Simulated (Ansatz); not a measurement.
# Ca: the cost of one run

Program: Ansatz 0.2.0. Level of theory: DFT PBE, scalar-relativistic, plane waves, PAW. These are calculated values, not measurements.

**1. The structure to begin with**

Symmetry: Pm-3m, No. 221, cubic system. Conventional cell: a = 7.040 Å, b = 7.040 Å, c = 7.040 Å, α = 90.00°, β = 90.00°, γ = 90.00°. Around Ca (site symmetry 4/mmm) lie 6 Ca at 3.52 Å. Ca (site symmetry m-3m) is surrounded by 6 Ca at 3.52 Å. Ca (site symmetry 4/mmm) is surrounded by 4 Ca at 3.52 Å.

Structure file:

```
CELL_PARAMETERS angstrom
7.04000 0.00000 0.00000
0.00000 7.04000 0.00000
0.00000 0.00000 7.04000
ATOMIC_POSITIONS crystal
Ca 0.50000 0.50000 0.00000
Ca 0.00000 0.50000 0.50000
Ca 0.50000 0.00000 0.50000
Ca 0.50000 0.50000 0.50000
Ca 0.50000 0.00000 0.00000
Ca 0.00000 0.50000 0.00000
Ca 0.00000 0.00000 0.50000
```

Recipe of the guess: 4-, 6-connected net of one element (Pm-3m, No. 221). Its size is a rough estimate.

**2. Probe: one point on a coarse mesh**

input.yaml reads:

```yaml
crystal:
  lattice:
    - [7.04, 0.0, 0.0]
    - [0.0, 7.04, 0.0]
    - [0.0, 0.0, 7.04]
  atoms:
    - { symbol: Ca, position: [0.5, 0.5, 0.0] }
    - { symbol: Ca, position: [0.0, 0.5, 0.5] }
    - { symbol: Ca, position: [0.5, 0.0, 0.5] }
    - { symbol: Ca, position: [0.5, 0.5, 0.5] }
    - { symbol: Ca, position: [0.5, 0.0, 0.0] }
    - { symbol: Ca, position: [0.0, 0.5, 0.0] }
    - { symbol: Ca, position: [0.0, 0.0, 0.5] }
basis:
  ecutwfc: 420
kpoints:
  mp_grid: { grid: [4, 4, 4] }
hamiltonian:
  xc: pbe
scf:
  occupations: { method: gaussian, width: 0.1 }
  lower_state_search: "off"
output:
  forces: true
  stress: true
  eigenvalues: true
```

On the command line:

```console
ansatz run input.yaml --threads 1 --pin off --max-ram 2560MiB --backend cpu --events-out ev --progress --plain --runs-dir out
```

What time and memory should one allow on 1 thread of Arm Neoverse V1, shared host?

About 7.9 s, with a peak of 0.47 GiB.
